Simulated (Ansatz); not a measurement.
# 5-layer blue phosphorene (AA') in a perpendicular field, part 2 of 2

Aim: how the 5-layer blue phosphorene (AA') screens a field along its normal, and what the field does to its bands. A positive field points along +c.

Ansatz 0.2.0; plane-wave DFT, PBE-D3(BJ), Ansatz PAW.

So far. Step 2 (Relaxation): The lattice constant a goes from 3.280 to 3.248 Å.

## Step 3: Single point, field 0, start network

A sawtooth potential applies the field, turning back in the middle of the vacuum. With the dipole correction the typed value is the field outside the slab. The induced dipole is small, so the SCF threshold is tight.

The cell differs from the one that the last finished run ended in (c 69.000 → 39.855 Å).

input.yaml reads:

```yaml
crystal:
  lattice:
    - [3.2479136166, 0.0, 0.0]
    - [-1.6239568083, 2.8127757013, 0.0]
    - [0.0, 0.0, 39.8546259588]
  atoms:
    - { symbol: P, position: [0.6666666667, 0.3333333333, 0.2258207117] }
    - { symbol: P, position: [0.3333333333, 0.6666666667, 0.2571046693] }
    - { symbol: P, position: [0.3333333333, 0.6666666667, 0.3552304207] }
    - { symbol: P, position: [0.6666666667, 0.3333333333, 0.3865101573] }
    - { symbol: P, position: [0.6666666667, 0.3333333333, 0.484360145] }
    - { symbol: P, position: [0.3333333333, 0.6666666667, 0.515639855] }
    - { symbol: P, position: [0.3333333333, 0.6666666667, 0.6134898427] }
    - { symbol: P, position: [0.6666666667, 0.3333333333, 0.6447695793] }
    - { symbol: P, position: [0.6666666667, 0.3333333333, 0.7428953307] }
    - { symbol: P, position: [0.3333333333, 0.6666666667, 0.7741792883] }
kpoints:
  mp_grid: { grid: [18, 18, 1] }
  band_path:
    path: [[0, 0, 0], [0.5, 0, 0], [0.33333333, 0.33333333, 0], [0, 0, 0]]
    npoints: 16
hamiltonian:
  xc: pbe
  dispersion: d3bj
scf:
  occupations: { method: fermi_dirac, width: 0.02585 }
  convergence: { dr2_threshold: 1.0e-10 }
efield:
  axis: 3
  dipole_correction: true
  ramp_position: 0.97
  ramp_width: 0.06
  amplitude: 0
output:
  dos: { projected: true, e_range: [-6, 5] }
  write_potential: true
  write_density: true
  volumetric_format: npy
  elf: true
```

On the command line:

```
$ ansatz run input.yaml --threads 2 --pin off --max-ram 4096MiB --backend cpu --events-out ev --progress --plain --runs-dir out
```

Numbers of over 12 decimals in the logs are rounded to 6 here.

Log:

```text
[...]
Crystal: 10 atoms, lattice volume = 364.098 Å³
Basis set: ecut = 420 eV, 7249 PW (Γ)
Bands: 35, of which v1, the nominal top of the filled ones, is band 25 counted from 1 (24 counted from 0)
Symmetry: 6 space group operations
k-points: 37 of 324 (time reversal used)
[...]
SCF iter   1: F=—  HF=-7559.183014 eV  |F-HF|=—  |Δ(HF+E_count)|=         —  Δρ=1.86e-3  dr2=2.26e-2  ethr=1.77e-3  p=0.000 e·Å  D=5.59e-14 V/Å  ΔV_dip=-0.00 eV  dr2_dipole=5.10e-9  V_vac-E_F(+/−)=4.85/4.85 eV  ⟨swp⟩=10.1  Hψ=8586  notcnv=0  defer=2
efield: sawtooth ramp at fractional position 0.9700 (set: `efield.ramp_position`, or a place that a band, a saddle search or an elastic batch's reference lends), width 0.0600; the density the first Hamiltonian is built on has a dipole p = 0.000 e·Å; the dipole correction subtracts the counter field D = 5.59e-14 V/Å, which shifts the + side's vacuum level by -0.00 eV against the − side's; the planar-averaged density in the ramp window peaks in size at 2.3e-6 e/Å³
[...]
SCF iter   2: F=—  HF=-7559.181357 eV  |F-HF|=—  |Δ(HF+E_count)|=   1.66e-3  Δρ=1.10e-3  dr2=5.64e-3  ethr=4.52e-5  p=-0.000 e·Å  D=-1.05e-5 V/Å  ΔV_dip=0.00 eV  dr2_dipole=4.11e-11  V_vac-E_F(+/−)=4.97/4.97 eV  ⟨swp⟩=3.2  Hψ=2739  notcnv=0  defer=155
[...]
SCF iter  11: F=-7559.181510 eV  HF=-7559.181510 eV  |F-HF|=1.82e-12  |Δ(HF+E_count)|=  2.38e-10  Δρ=5.97e-8  dr2=2.53e-11  ethr=1.00e-12  p=0.000 e·Å  D=1.10e-7 V/Å  ΔV_dip=-0.00 eV  dr2_dipole=9.32e-14  V_vac-E_F(+/−)=5.01/5.01 eV  ⟨swp⟩=9.2  Hψ=6137  notcnv=0
SCF 1 converged in 11 iterations: F = -7559.181510 eV  dr2 = 2.53e-11
[...]
NSCF: frozen V_eff on 49 k-points
efield: sawtooth ramp at fractional position 0.9700 (kept from the solve that this one continues, or follows in the run), width 0.0600; the density the first Hamiltonian is built on has a dipole p = 0.000 e·Å; the dipole correction subtracts the counter field D = 1.10e-7 V/Å, which shifts the + side's vacuum level by -0.00 eV against the − side's; the planar-averaged density in the ramp window peaks in size at 5.4e-8 e/Å³
WARN: The output density's exchange-correlation potential varies sharply where the density is thin. Do not read a vacuum level from v_tot or v_xc, or from such a field of the output density. On a cell that repeats whose density bears no net charge and no dipole along the vacuum's axis use v_es (v_loc + v_h of the components); under efield.dipole_correction with no amplitude use v_es + v_field, which holds any externa [...]
SCF converged after 11 iterations
Free energy (F): -7559.181510 eV
[...]
Internal energy: -7559.181510 eV  (E = F + TS)
E sigma→0 (E₀):  -7559.181510 eV
Fermi energy:    1.498971 eV
Dipole field:    D = 0.000000 V/Å  (p = 0.000001 e·Å, saw-weighted, corrected)
Work function:   Φ+ = 5.0148 eV   Φ− = 5.0148 eV
Levels:          The Fermi level and band energies are counted from a zero that moves with the ramp; work functions are not
[...]
--- Band table (eV; the first three rows and the last of 37) ---
  k-point 0: bands = [... 21 lower, 0.3263, 0.3263, 0.3318, 0.7416, 4.3134, 4.3134, 4.3286, 4.3286, ... 6 higher]
  k-point 1: bands = [... 21 lower, 0.2039, 0.2046, 0.3635, 0.7649, 4.1664, 4.1858, 4.2079, 4.2263, ... 6 higher]
  k-point 2: bands = [... 21 lower, -0.1019, -0.0306, 0.4384, 0.8248, 3.7785, 3.8035, 3.8333, 3.8604, ... 6 higher]
  k-point 36: bands = [... 21 lower, -1.2096, -1.2096, -1.1698, -1.1698, 2.1517, 2.2639, 2.4152, 2.5688, ... 6 higher]
```

The job ended after 42 s (2 threads of Arm Neoverse V2, shared host; peak memory 0.81 GiB; 83 s of CPU time).

Numbers from this step:

- gap on the k-mesh: 1.101 eV
- dipole along the normal: 8.35e-7 e·Å
- gap along the path: 1.077 eV
- smallest direct gap along the path: 1.491 eV
- ionisation energy, upper face: 5.574 eV
- electron affinity, upper face: 4.497 eV
- gap, the smaller of path and mesh: 1.077 eV

Running mean over a fixed 2.5 Å (it still follows the layers) of the planar mean; the ramp of the sawtooth is left out. The electron's electrostatic potential energy less the Fermi level by z:

z (Å), electron's electrostatic potential energy less the Fermi level (eV) and a bar from the least value:
```
        4        5.0 ##############################
        5        5.0 ##############################
        6        5.0 ##############################
        7        4.2 ############################
        8       -1.4 #################
        9       -7.8 #####
       10       -9.3 ##
       11       -3.1 ##############
       12        2.8 ##########################
       13       -0.5 ###################
       14       -6.8 #######
       15      -10.0 #
       16       -4.0 ############
       17        2.2 ########################
       18        0.5 #####################
       19       -5.8 #########
       20      -10.3 
       21       -4.9 ###########
       22        1.4 #######################
       23        1.4 #######################
       24       -4.9 ###########
       25      -10.3 
       26       -5.8 #########
       27        0.5 #####################
       28        2.3 #########################
       29       -4.0 ############
       30       -9.9 #
       31       -6.8 #######
       32       -0.4 ###################
       33        4.5 #############################
       34        5.0 ##############################
       35        5.0 ##############################
       36        5.0 ##############################
```

The density of states has structure finer than the step of the table below, so its rows give means over 0.25 eV, whole bins alone (the curve runs from -6 to 2.49 eV). Peaks (eV: height): -5.120: 11.1, -2.220: 8.99, -2.000: 11.8, -1.810: 10.4, -1.590: 9.39, 2.050: 9.31, 2.110: 8.40.

Table of density of states by energy, zero at the Fermi level of the run, which the smearing sets inside the gap; means over each step:

```csv
energy (eV),density of states (states/eV a cell)
-5.75,1.65
-5.50,3.39
-5.25,8.54
-5.00,8.34
-4.75,5.31
-4.50,5.26
-4.25,5.00
-4.00,6.04
-3.75,6.70
-3.50,7.10
-3.25,4.44
-3.00,2.96
-2.75,4.55
-2.50,6.16
-2.25,7.52
-2.00,7.49
-1.75,7.60
-1.50,6.00
-1.25,4.77
-1.00,3.50
-0.75,2.03
-0.50,1.63
-0.25,0
0.00,0
0.25,0
0.50,0.141
0.75,1.88
1.00,4.53
1.25,5.90
1.50,6.54
1.75,6.44
2.00,7.56
2.25,6.27
```

Projected DOS per atom over height of the atomic layer and energy from the Fermi level. Layers: P P P P P P P P P P from below.

Ten even steps from '_' (0.00 states/eV) to '@' (0.87 states/eV), each cell a mean:
```
****++++****++++****
########****########
********************
++++++++++++++++++++
::::::::::::::::::::
____________________
____________________
____________________
::::------------::::
++++----====----++++
%%%%****++++****%%%%
%%##@@@@@@@@@@@@##%%
%%%%####%%%%####%%%%
====++++++++++++====
--------------------
####################
####################
++++++++++++++++++++
++**++++++++++++**++
@@@@@@@@@@@@@@@@@@@@
==++************++==
....................
```
Columns: height of the atomic layer (Å) from 9 to 30.9 (not evenly spaced); rows upwards: energy from the Fermi level (eV) from -5.96 to 2.5.

Electronic bands along the path, in eV, zero at the Fermi level of the run, which the smearing sets inside the gap:

```csv
point,band 22,band 23,band 24,band 25,band 26,band 27,band 28,band 29
Γ,-1.17,-1.17,-1.17,-0.76,2.81,2.81,2.83,2.83
halfway,-1.60,-1.25,-0.89,-0.62,1.00,1.06,1.15,1.24
M,-2.74,-2.58,-2.42,-2.30,0.77,0.82,0.88,0.93
halfway,-2.65,-2.49,-2.35,-2.24,1.41,1.56,1.77,1.96
K,-2.71,-2.71,-2.67,-2.67,0.65,0.76,0.92,1.07
halfway,-1.52,-1.19,-0.87,-0.64,2.08,2.20,2.38,2.58
Γ,-1.17,-1.17,-1.17,-0.76,2.81,2.81,2.83,2.83
```

ELF in the ca plane at fractional y = 0.333, with atoms of P within 0.2 Å of it. It is the smooth field of the valence electrons, not physical close to the nuclei.

Ten even steps from '0' (0.00) to '9' (0.97), each cell a mean:
```
77543200012345777888610488877764321000000000
56420000000124641499820699613652100000000000
25310000000013510299821799400442000000000000
66421000000124652599810699724653100000000000
77544310013456777788510478877765432100000000
66667620036766665433100123445666765310000000
45678730047876543110000001124567787420000000
66667520036766665543100134556666765310000000
```
Columns run along c (16.0 Å, from fractional 0.50 to 0.90 of the cell), rows up along a (3.2 Å). Atoms in or near the plane, at fractional coordinates: P at (0.64, 0.67), P at (0.74, 0.67).

Electrostatic potential energy in the ca plane at fractional y = 0.333, with atoms of P within 0.2 Å of it. With pseudopotentials it is smooth inside the atoms' cores, unlike the true potential.

Values in eV, 5 rows by 16 columns, each cell a mean:
```
 -9   3   6   5   2 -16 -21   4   5 -17 -20   2   5   6   7   7
-22   4   6   6   3 -35 -43   3   4 -38 -41   2   6   6   6   7
 -9   3   6   5   2 -17 -22   4   5 -18 -21   1   5   6   7   7
 -4  -1   6   5  -3  -2   2   5   6   2  -2  -4   5   6   7   7
 -4  -1   6   5  -3  -2   2   6   6   2  -2  -4   5   6   7   7
```
Columns run along c (16.0 Å, from fractional 0.50 to 0.90 of the cell; values clipped at the 3rd and 97th percentile), rows up along a (3.2 Å). Atoms in or near the plane, at fractional coordinates: P at (0.64, 0.67), P at (0.74, 0.67).

Valence density in the ca plane at fractional y = 0.333, with atoms of P within 0.2 Å of it. It is the smooth field of the valence electrons, not physical close to the nuclei.

Values in e/Å³, 5 rows by 16 columns, each cell a mean:
```
0.49 0.13 0.02 0.03 0.19 0.56 0.51 0.11 0.08 0.48 0.58 0.22 0.04 0.00 0.00 0.00
0.45 0.08 0.01 0.02 0.14 0.45 0.48 0.18 0.13 0.52 0.42 0.17 0.02 0.00 0.00 0.00
0.50 0.13 0.02 0.03 0.19 0.56 0.52 0.11 0.08 0.49 0.58 0.22 0.04 0.00 0.00 0.00
0.40 0.24 0.04 0.06 0.31 0.38 0.18 0.03 0.03 0.16 0.36 0.33 0.08 0.01 0.00 0.00
0.39 0.24 0.04 0.06 0.31 0.37 0.17 0.03 0.03 0.15 0.35 0.33 0.08 0.01 0.00 0.00
```
Columns run along c (16.0 Å, from fractional 0.50 to 0.90 of the cell), rows up along a (3.2 Å). Atoms in or near the plane, at fractional coordinates: P at (0.64, 0.67), P at (0.74, 0.67).

The gap is 1.08 eV, with the valence edge 5.57 eV and the conduction edge 4.50 eV under the upper vacuum level.

## Step 4: Atoms held, field 0.1 V/Å

input.yaml: that of step 3 with these lines changed.

```diff
@@ -30,7 +30,6 @@
   dipole_correction: true
-  ramp_position: 0.97
-  ramp_width: 0.06
-  amplitude: 0
+  ramp_position: 0.9691
+  ramp_width: 0.0617
+  amplitude: 0.1
 output:
-  dos: { projected: true, e_range: [-6, 5] }
   write_potential: true
@@ -38,2 +37 @@
   volumetric_format: npy
-  elf: true
```

Log:

```text
[...]
Crystal: 10 atoms, lattice volume = 364.098 Å³
Basis set: ecut = 420 eV, 7249 PW (Γ)
Bands: 35, of which v1, the nominal top of the filled ones, is band 25 counted from 1 (24 counted from 0)
Symmetry: 6 space group operations
k-points: 37 of 324 (time reversal used)
[...]
k-point 0: bands = [... 21 lower, 0.4468, 0.5950, 0.5950, 0.7913, 4.0780, 4.0780, 4.1133, 4.2034, ... 6 higher]
  k-point 1: bands = [... 21 lower, 0.3249, 0.3648, 0.4731, 0.8153, 3.9368, 4.0650, 4.1993, 4.2325, ... 6 higher]
  k-point 2: bands = [... 21 lower, 0.0181, 0.1664, 0.4390, 0.8769, 3.5596, 3.6914, 3.8259, 3.9621, ... 6 higher]
  k-point 36: bands = [... 21 lower, -1.2520, -1.1549, -1.0946, -0.9758, 2.0304, 2.2369, 2.4089, 2.5877, ... 6 higher]
[key lines of the parts left out:]
SCF converged after 13 iterations
Free energy (F): -7559.186294 eV
Fermi energy:    1.468220 eV
Dipole field:    D = 0.047554 V/Å  (p = 0.095685 e·Å, saw-weighted, corrected)
```

Wall time 43 s (2 threads); peak memory 0.8 GiB; 85 s of CPU time.

The dipole is 0.0957 e·Å, and the gap 0.891 eV.

## Step 5: Atoms held, field -0.1 V/Å

input.yaml: that of step 4 with these lines changed.

```diff
@@ -32,3 +32,3 @@
   ramp_width: 0.0617
-  amplitude: 0.1
+  amplitude: -0.1
 output:
```

Log:

```text
[...]
Crystal: 10 atoms, lattice volume = 364.098 Å³
Basis set: ecut = 420 eV, 7249 PW (Γ)
Bands: 35, of which v1, the nominal top of the filled ones, is band 25 counted from 1 (24 counted from 0)
Symmetry: 6 space group operations
k-points: 37 of 324 (time reversal used)
[...]
k-point 0: bands = [... 21 lower, 0.4466, 0.5947, 0.5947, 0.7911, 4.0778, 4.0778, 4.1131, 4.2032, ... 6 higher]
  k-point 1: bands = [... 21 lower, 0.3246, 0.3646, 0.4729, 0.8151, 3.9366, 4.0648, 4.1990, 4.2322, ... 6 higher]
  k-point 2: bands = [... 21 lower, 0.0178, 0.1662, 0.4388, 0.8767, 3.5594, 3.6912, 3.8256, 3.9619, ... 6 higher]
  k-point 36: bands = [... 21 lower, -1.2522, -1.1551, -1.0948, -0.9760, 2.0301, 2.2367, 2.4087, 2.5875, ... 6 higher]
[key lines of the parts left out:]
SCF converged after 14 iterations
Free energy (F): -7559.186294 eV
Fermi energy:    1.468010 eV
Dipole field:    D = -0.047555 V/Å  (p = -0.095686 e·Å, saw-weighted, corrected)
```

The job ended after 46 s (2 threads; peak memory 0.78 GiB; 92 s of CPU time).

The dipole is -0.0957 e·Å, and the gap 0.891 eV.

## Step 6: Atoms held, field 0.2 V/Å

input.yaml: that of step 5 with these lines changed.

```diff
@@ -32,3 +32,3 @@
   ramp_width: 0.0617
-  amplitude: -0.1
+  amplitude: 0.2
 output:
```

Log:

```text
[...]
Crystal: 10 atoms, lattice volume = 364.098 Å³
Basis set: ecut = 420 eV, 7249 PW (Γ)
Bands: 35, of which v1, the nominal top of the filled ones, is band 25 counted from 1 (24 counted from 0)
Symmetry: 6 space group operations
k-points: 37 of 324 (time reversal used)
[...]
k-point 0: bands = [... 21 lower, 0.5799, 0.8640, 0.8640, 0.9180, 3.8079, 3.8079, 3.8441, 4.0681, ... 6 higher]
  k-point 1: bands = [... 21 lower, 0.4169, 0.4580, 0.7421, 0.9432, 3.6672, 3.9295, 3.9625, 4.1980, ... 6 higher]
  k-point 2: bands = [... 21 lower, 0.1512, 0.4354, 0.4599, 1.0081, 3.2915, 3.5560, 3.8247, 4.0948, ... 6 higher]
  k-point 36: bands = [... 21 lower, -1.2769, -1.0361, -0.8518, -0.7515, 1.8103, 2.1275, 2.4045, 2.6892, ... 6 higher]
[key lines of the parts left out:]
SCF converged after 13 iterations
Free energy (F): -7559.200651 eV
Fermi energy:    1.431984 eV
Dipole field:    D = 0.095174 V/Å  (p = 0.191504 e·Å, saw-weighted, corrected)
```

Wall time 43 s (2 threads); peak memory 0.8 GiB.

The dipole is 0.192 e·Å, and the gap 0.516 eV.

## Step 7: Atoms held, field 0.3 V/Å

input.yaml: that of step 6 with these lines changed.

```diff
@@ -30,5 +30,5 @@
   dipole_correction: true
-  ramp_position: 0.9691
-  ramp_width: 0.0617
-  amplitude: 0.2
+  ramp_position: 0.9673
+  ramp_width: 0.0653
+  amplitude: 0.3
 output:
```

Log:

```text
[...]
Crystal: 10 atoms, lattice volume = 364.098 Å³
Basis set: ecut = 420 eV, 7249 PW (Γ)
Bands: 35, of which v1, the nominal top of the filled ones, is band 25 counted from 1 (24 counted from 0)
Symmetry: 6 space group operations
k-points: 37 of 324 (time reversal used)
[...]
k-point 0: bands = [... 21 lower, 0.6669, 1.0383, 1.0602, 1.0602, 3.6148, 3.6148, 3.6488, 3.9709, ... 6 higher]
  k-point 1: bands = [... 21 lower, 0.5450, 0.6133, 0.9384, 1.0643, 3.4737, 3.7693, 3.8321, 4.0687, ... 6 higher]
  k-point 2: bands = [... 21 lower, 0.2382, 0.4970, 0.6317, 1.1315, 3.0983, 3.4587, 3.8182, 4.1520, ... 6 higher]
  k-point 36: bands = [... 21 lower, -1.1863, -0.9721, -0.6518, -0.5827, 1.6335, 2.0332, 2.3980, 2.7718, ... 6 higher]
[key lines of the parts left out:]
SCF converged after 20 iterations
Free energy (F): -7559.224790 eV
Fermi energy:    1.412249 eV
Dipole field:    D = 0.146600 V/Å  (p = 0.294979 e·Å, saw-weighted, corrected)
```

It took 48 s on 2 threads; peak memory 0.8 GiB; 96 s of CPU time.

The dipole is 0.295 e·Å, and the gap 0.198 eV.

## Step 8: Response, atoms held

This step: plane-wave DFT, PBE-D3(BJ), Ansatz PAW; response to a field along the normal, atoms held (Ansatz 0.2.0).

The dipoles give the slope, and the difference of two potentials shows where the field is screened.

Numbers from this step:

| Property | Result |
| --- | --- |
| equivalent conductor thickness p/(ε₀AE) | 18.95 Å |
| distance between the outer atoms | 21.85 Å |

The dipole of the cell by applied field:

```csv
applied field (V/Å),dipole of the cell (e·Å)
-0.100,-0.0957
0.000,8.3e-7
0.100,0.0957
0.200,0.192
0.300,0.295
```

Local field over the applied field, running mean. From the potentials at -0.1 and 0.1 V/Å; running mean over 2.8 Å. The local field over applied field by z:

```csv
z (Å),local field over applied field
5,0.991
6,0.941
7,0.741
8,0.421
9,0.138
10,0.0914
11,0.290
12,0.443
13,0.377
14,0.154
15,0.0743
16,0.251
17,0.431
18,0.398
19,0.184
20,0.0673
21,0.216
22,0.417
23,0.417
24,0.217
25,0.0674
26,0.184
27,0.401
28,0.435
29,0.255
30,0.0784
31,0.168
32,0.469
33,0.782
34,0.955
35,0.994
```

Electrons, planar mean, per unit field. Induced electron density against z:

z (Å), induced electron density (e/Å³ per V/Å) and a bar from the least value:
```
        5    0.00003 ###############
        6    0.00025 ################
        7    0.00144 #####################
        8    0.00339 ##############################
        9    0.00089 ###################
       10   -0.00085 ###########
       11   -0.00257 ####
       12   -0.00087 ###########
       13    0.00298 ############################
       14    0.00061 ##################
       15   -0.00060 ############
       16   -0.00186 #######
       17   -0.00151 #########
       18    0.00261 ###########################
       19    0.00076 ##################
       20   -0.00022 ##############
       21   -0.00120 ##########
       22   -0.00210 ######
       23    0.00209 ########################
       24    0.00121 ####################
       25    0.00023 ################
       26   -0.00075 ############
       27   -0.00263 ####
       28    0.00149 ######################
       29    0.00191 ########################
       30    0.00073 ##################
       31   -0.00075 ############
       32   -0.00345 
       33   -0.00114 ##########
       34   -0.00019 ##############
       35   -0.00002 ###############
```

The smaller of the gaps on the path and on the k-mesh, counted as 0 under 0.03 eV. The gap by applied field:

```csv
applied field (V/Å),gap (eV)
-0.100,0.891
0.000,1.08
0.100,0.891
0.200,0.516
0.300,0.198
```

By hand: between -0.1 and 0.1 V/Å the dipole changes by 0.1914 e·Å, a slope of 0.9569 e·Å²/V. A perfect conductor of thickness t has p = ε₀AEt, so t = 180.95 × 0.9569 / 9.136 = 18.95 Å (e/ε₀ = 180.95 V·Å, A in Å²).

The induced dipole is that of a conductor 18.95 Å thick.

## Step 9: Results

```json
{
  "gap without field": "1.08 eV",
  "ionisation energy, upper face": "5.57 eV",
  "electron affinity, upper face": "4.50 eV",
  "equivalent conductor thickness, atoms held": "19.0 Å"
}
```

The induced dipole equals that of a perfect conductor 18.95 Å thick, while the outer atoms lie 21.85 Å apart; an out-of-plane ε follows only once a thickness t is chosen, by 1 − 1/ε = 18.95 Å / t. The gap goes from 1.08 eV to 0.20 eV at 0.3 V/Å. With the field reversed the gap is 0.89 eV at -0.1 V/Å. Semilocal functionals give gaps that are too small, and excitons are not included. Atoms moved by up to 1.4 Å in the relaxation, so the end structure is to be read from its coordinates and not from the name.

[Logs are printed without paths, hosts, clocks, repeated set-up lines and the standing remarks that a program may print on its own settings, such as how far it seeks lower states.]

[Hosts, paths, dates, database ids (printed as entryN), source tags and the programs' standing remarks are cut or masked in the printed files.]

[Maps of the electrostatic potential energy from Ansatz leave out the sawtooth potential of an applied field or a dipole correction, so their vacuum need not be flat; planar profiles and work functions include it.]

[The density of states shown here was stored with 400 of the rows of the run's finer table, so its peaks can read low, often by over a quarter, or be missed, and its means over a window can be off by a tenth or more.]
